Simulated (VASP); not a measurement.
Wanted: the native input for a VASP 6.6.1 run.

- Task: relaxation of the atoms
- Functional: PBE
- Potentials or basis: VASP PAW PBE potentials, release 64 (Co)
- Cutoff: 520 eV
- k mesh: 9 × 9 × 1
- Occupations: fermi-dirac, width 0.05 eV
- Spin: collinear spin, ferromagnetic start
- Starting moments: [2.0, 2.0, 2.0, 2.0, 2.0] μB
- Dipole correction: yes
- Atoms held fixed (from 0): [0, 1]
- Further INCAR settings: ALGO = Normal; EDIFF = 1e-06; IBRION = 2; EDIFFG = -0.005; NSW = 60

The structure of Co lies in POSCAR:

```
Co
1.0
    2.4873648738      0.0000000000      0.0000000000
   -1.2436824369      2.1541211692      0.0000000000
    0.0000000000      0.0000000000     23.1265790068
Co
5
Selective dynamics
Direct
    0.6666666700      0.3333333400      0.3243021805  F F F
    0.3333333300      0.6666666600      0.4086859779  F F F
    0.6666666700      0.3333333400      0.5000000000  T T T
    0.3333333300      0.6666666600      0.5843837973  T T T
    0.6666666700      0.3333333400      0.6756978195  T T T
```

The slab is cut from a database's or a generator's crystal, which needn't be the stable form of the element.

The input as run:

INCAR

```
SYSTEM = Co
PREC = Accurate
ENCUT = 520
EDIFF = 1E-6
ISMEAR = -1
SIGMA = 0.05
LREAL = .False.
LASPH = .True.
NELM = 150
ALGO = Normal
ISIF = 2
LWAVE = .False.
LCHARG = .False.
ISPIN = 2
MAGMOM = 2 2 2 2 2
LORBIT = 11
LMAXMIX = 4
LDIPOL = .True.
IDIPOL = 3
DIPOL = 0.5 0.5 0.499
GGA = PE
IBRION = 2
NSW = 60
EDIFFG = -0.005
```

KPOINTS

```
regular mesh
0
Gamma
  9 9 1
  0 0 0
```

Potentials or basis: VASP PAW PBE potentials, release 64 (Co).

Launch:

```sh
$ cat potpaw_PBE.64/Co/POTCAR > POTCAR
$ mpirun -np 1 vasp_std > vasp.out
```

Results of the run:

```
Energy gained by relaxing                             : 15.1 meV/atom
Ionic steps                                           : 17
Band gap on the k mesh                                : none (metal or under the smearing width)
Net moment                                            : 8.00 μB per cell
Site moments                                          : Co +1.68, +1.59, +1.54 μB
Valence electrons inside the program's atomic spheres : Co 8.15, 8.30, 8.27
```

Run time: 18 min on 1 thread of Intel(R) Xeon(R) 6975P-C (Granite Rapids) (shared host), peak memory 0.3 GiB.
